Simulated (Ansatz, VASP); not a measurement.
## Si: VASP beside Ansatz

```
CELL_PARAMETERS angstrom
2.61061 0.00000 0.00000
-1.30531 2.26086 0.00000
0.00000 0.00000 2.45675
ATOMIC_POSITIONS crystal
Si 0.00000 0.00000 0.00000
```

Alike in both runs: functional PBE; k mesh 11 × 11 × 10; no spin polarisation.

Ansatz relaxed the structure, and its values are those at the end. VASP's run is a single point on that final structure, the one shown.

|  | VASP | Ansatz |
| --- | --- | --- |
| version | VASP 6.6.1 | Ansatz 0.2.0 |
| potentials or method | VASP PAW PBE potentials, release 64 (Si) | plane waves, PAW |
| plane-wave cutoff (eV) | 520 | 571 |
| occupations | methfessel-paxton of order 1, width 0.1 eV | cold |
| valence electrons in the cell | 4 | 4 |

```csv
,VASP,Ansatz,Ansatz less VASP
pressure (GPa),5.0,5.0,+0.03
```
